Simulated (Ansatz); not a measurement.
# SnO: the cost of one run

Program: Ansatz 0.2.0. Level of theory: DFT PBE, scalar-relativistic, plane waves, PAW. These are calculated values, not measurements.

## Step 1: Starting point

The structure is orthorhombic, space group Pmmn (No. 59). The conventional cell has a = 3.716 Å, b = 3.954 Å, c = 4.752 Å, α = 90.00°, β = 90.00°, γ = 90.00°. Sn (site symmetry mm2) has 2 O at 2.07 Å as nearest neighbours. O (site symmetry mm2) has 2 Sn at 2.07 Å as nearest neighbours.

Coordinates:

```cif
data_structure
_symmetry_space_group_name_H-M 'Pmmn:1'
_symmetry_Int_Tables_number 59
_cell_length_a 3.7157
_cell_length_b 3.9543
_cell_length_c 4.7520
_cell_angle_alpha 90.000
_cell_angle_beta 90.000
_cell_angle_gamma 90.000
_cell_volume 69.82
loop_
_atom_site_label
_atom_site_type_symbol
_atom_site_symmetry_multiplicity
_atom_site_Wyckoff_symbol
_atom_site_fract_x
_atom_site_fract_y
_atom_site_fract_z
_atom_site_occupancy
Sn1 Sn 2 b 0.50000 0.00000 0.67169 1
O1 O 2 a 0.00000 0.00000 0.19644 1
```

The guess is a distorted database cell: SnO type (P4/nmm) distorted into a subgroup (Pmmn, No. 59).

## Step 2: The guess as it stands, on a coarse mesh

input.yaml reads:

```yaml
crystal:
  lattice:
    - [3.71568086, 0.0, 0.0]
    - [0.0, 3.95432297, 0.0]
    - [0.0, 0.0, 4.75204572]
  atoms:
    - { symbol: Sn, position: [0.5, 0.0, 0.67168992] }
    - { symbol: Sn, position: [0.0, 0.5, 0.32831008] }
    - { symbol: O, position: [0.0, 0.0, 0.19644334] }
    - { symbol: O, position: [0.5, 0.5, 0.80355666] }
basis:
  ecutwfc: 420
kpoints:
  mp_grid: { grid: [6, 4, 4] }
hamiltonian:
  xc: pbe
scf:
  occupations: { method: gaussian, width: 0.1 }
  lower_state_search: "off"
output:
  forces: true
  stress: true
  eigenvalues: true
```

On the command line:

```
ansatz run input.yaml --threads 1 --pin off --max-ram 2560MiB --backend cpu --events-out ev --progress --plain --runs-dir out
```

What time and memory should one allow on 1 thread of Intel Xeon 6975P-C (Granite Rapids), shared host?

About 1.6 s, with a peak of 0.35 GiB.
